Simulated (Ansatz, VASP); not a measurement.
## Ag: VASP beside Ansatz

```
CELL_PARAMETERS angstrom
-1.62186 1.62186 1.62186
1.62186 -1.62186 1.62186
1.62186 1.62186 -1.62186
ATOMIC_POSITIONS crystal
Ag 0.00000 0.00000 0.00000
```

This isn't the form of Ag at room conditions, which is fcc.

Alike in both runs: task single point; functional r2SCAN; k mesh 11 × 11 × 11; occupations fermi-dirac, width 0.05 eV; no spin polarisation.

|  | VASP | Ansatz |
| --- | --- | --- |
| version | VASP 6.6.1 | Ansatz 0.2.0 |
| potentials or method | VASP PAW PBE potentials, release 64 (Ag) | Ansatz PAW |
| plane-wave cutoff (eV) | 520 | 500 |
| valence electrons in the cell | 11 | 19 |

|  | VASP | Ansatz | Ansatz less VASP |
| --- | --- | --- | --- |
| gap on the k mesh at the Fermi level (eV) | none | none | - |
| pressure (GPa) | 2.4 | 2.2 | -0.18 |

A gap of «none» marks a metal or a gap that the smearing closes. With one functional, cell and mesh, what is left measures potentials, basis and numerics. The two sets of potentials don't hold the same shells in valence.

Caveats: the PAW data sets were made with another functional, which shifts forces and pressure a little (VASP); the PAW data sets come from PBE, with cores solved anew for the run's functional, which leaves a small shift of forces and pressure (Ansatz).
